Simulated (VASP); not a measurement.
Runs of VASP 6.6.1 on HfS2. The cell holds a sheet with vacuum, 3 atoms: a = 3.617 Å, b = 3.617 Å, c = 18.880 Å, α = 90.00°, β = 90.00°, γ = 120.00°. The cell was built by a generator and needn't be a form met in nature.

```tsv
task	level	spin	cell	k mesh	cutoff (eV)	dipole correction	grid for exact exchange (PRECFOCK)	screening parameter	gap on the mesh (eV)	largest force (eV/Å)
work function	PBE	off	P-3m1, 71.3 Å³/atom	12 × 12 × 1	520	yes	-	-	1.24	0.10
relaxation of cell and atoms	PBE+D4	off	relaxed	12 × 12 × 1	600	no	-	-	1.24	-
work function	HSE06	off	P-3m1, 71.3 Å³/atom	6 × 6 × 1	520	yes	Fast	0.2 1/A	2.05	(a)
work function	PBE	non-collinear, zero start, SOC	P-3m1, 71.3 Å³/atom	12 × 12 × 1	520	yes	-	-	-	0.10
```

Alike in all rows: potentials or basis VASP PAW PBE potentials, release 64 (S, Hf_pv); smearing gaussian 0.03 eV.

Q: Estimate the missing entries.

A: (a) 0.17.

Caveats: spin-orbit coupling is left out, which moves the levels of the heavy elements (some runs); the PAW data sets were made with another functional, which shifts forces and pressure a little (some runs).

A k mesh can miss the band edges, and rows without SOC leave out spin-orbit coupling on Hf.
